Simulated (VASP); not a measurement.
# TePb: single point with LDA

**Experimental background.**

From a printed reference work, monograph, for a bulk crystal of TePb at 4.2 K: band gap 0.19 eV (direct).

TePb:

```
Te Pb
1.0
     0.00000    3.23100    3.23100
     3.23100    0.00000    3.23100
     3.23100    3.23100    0.00000
Te Pb
1 1
Direct
  0.50000 0.50000 0.50000
  0.00000 0.00000 0.00000
```

- Program: VASP 6.6.1
- Task: single point
- Functional: LDA
- Potentials or basis: VASP PAW LDA potentials, release 64 (Te, Pb_d)
- Cutoff: 520 eV
- k mesh: 6 × 6 × 6
- Occupations: gaussian, width 0.03 eV
- Spin: no spin polarisation

- Pressure: -1.6 GPa
- Band gap on the k mesh: 0.64 eV, direct

Levels at points of the mesh, in eV from the valence-band top:
| k point | band 8 | band 9 | band 10 | band 11 | band 12 | band 13 |
| --- | --- | --- | --- | --- | --- | --- |
| (0.00, 0.00, 0.00) | -1.34 | -1.34 | -1.34 | 3.99 | 3.99 | 3.99 |
| (0.50, 0.00, 0.00) | -0.87 | -0.87 | 0.00 | 0.64 | 1.21 | 1.21 |
| (0.50, 0.50, 0.00) | -4.52 | -2.81 | -2.81 | 3.25 | 5.39 | 5.39 |

It took 11 s on 4 MPI ranks on Intel(R) Xeon(R) Platinum 8259CL CPU @ 2.50GHz (Skylake/Cascade Lake), on a shared host, peak memory 0.17 GiB a rank.

A measured gap of TePb is 0.19 eV (direct; 4.2 K; a printed reference work, monograph); the calculated 0.64 eV misses it by +0.45 eV. Spin-orbit coupling on Pb, Te is left out. The value is that of LDA on a finite k mesh, which can miss the band edges, without temperature or zero-point motion.

Caveat: spin-orbit coupling is left out, which as a rule narrows the gap of such compounds by several tenths of an eV.
